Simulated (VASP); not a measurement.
WS2, a slab with vacuum:

```xyz
12
Lattice="3.1831 0.0000 0.0000 -1.5916 2.7567 0.0000 0.0000 0.0000 35.1806" Properties=species:S:1:pos:R:3 pbc="T T T"
W     0.0000    1.8378   20.8380
W     0.0000    1.8378    7.8593
W     1.5916    0.9189   27.3212
W     1.5916    0.9189   14.3425
S     0.0000    1.8378   28.8885
S     0.0000    1.8378   15.9024
S     1.5916    0.9189   22.3967
S     1.5916    0.9189    9.4193
S     0.0000    1.8378   25.7613
S     0.0000    1.8378   12.7839
S     1.5916    0.9189   19.2781
S     1.5916    0.9189    6.2921
```

Program: VASP 6.6.1. Alike in all runs: level PBE; potentials or basis VASP PAW PBE potentials, release 64 (W_sv, S); no spin polarisation; cell as given; cutoff (eV) 520; smearing gaussian 0.02 eV. Hardware: 1 thread of Intel(R) Xeon(R) Platinum 8488C (Sapphire Rapids) (shared host).

Q: Order these runs on this cell by their wall time, lowest first.
A. task dielectric tensor; k mesh 5 × 5 × 1; further INCAR settings ALGO = Normal; EDIFF = 1e-08; mesh quality coarse
B. task density of states; k mesh 7 × 7 × 1; k mesh for the DOS 11 × 11 × 1; occupations for the DOS tetrahedron; further INCAR settings ALGO = Fast; EDIFF = 1e-06; NBANDS = 64; mesh quality not flagged
C. task electron localisation function; k mesh 7 × 7 × 1; further INCAR settings ALGO = Normal; EDIFF = 1e-06; mesh quality not flagged

A: C (180 s), B (390 s), A (1400 s).

Caveats: some runs use coarse meshes; spin-orbit coupling is left out, which moves the levels of the heavy elements (some runs).
